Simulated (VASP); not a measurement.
Write the native input for VASP 6.6.1 that does the following.

```yaml
Task: relaxation of the atoms
Functional: LDA
Potentials_or_basis: VASP PAW LDA potentials, release 64 (K_sv, I)
Cutoff: 600 eV
k_mesh: 8 × 8 × 8
Occupations: gaussian, width 0.03 eV
Spin: no spin polarisation
Further_INCAR_settings: ALGO = Normal; EDIFF = 1e-07; IBRION = 2; EDIFFG = -0.01; NSW = 40
```

The structure of KI lies in POSCAR:

```
KI                                      
1.0
    0.0000000000      3.4135287544      3.4135287544
    3.4135287544      0.0000000000      3.4135287544
    3.4135287544      3.4135287544      0.0000000000
  K               I             
     1     1
Direct
     0.0000000000000000    0.0000000000000000    0.0000000000000000
     0.5000000000000000    0.5000000000000000    0.5000000000000000
```

One way to write it, as run:

INCAR

```
PREC = Accurate
ENCUT = 600
EDIFF = 1E-7
ISMEAR = 0
SIGMA = 0.03
LREAL = F
LASPH = T
NELM = 80
ALGO = Normal
ISIF = 2
LWAVE = F
LCHARG = F
GGA = CA
IBRION = 2
NSW = 40
EDIFFG = -0.01
```

KPOINTS

```
regular mesh
0
Gamma
  8 8 8
```

Potentials or basis: VASP PAW LDA potentials, release 64 (K_sv, I).

Run with:

```console
$ cat potpaw_LDA.64/K_sv/POTCAR potpaw_LDA.64/I/POTCAR > POTCAR
$ mpirun -np 1 vasp_std > vasp.out
```

Results of the run:

```yaml
Pressure_after_relaxing: 0.0 GPa
Band_gap_on_the_k_mesh: 3.87 eV, direct
```

Caveat: the relaxation stopped at its first step, so nothing moved; spin-orbit coupling is left out, which moves the levels of the heavy elements.

It took 36 s on 1 thread of Intel(R) Xeon(R) Platinum 8488C (Sapphire Rapids), with other jobs on the host, peak memory 0.21 GiB.
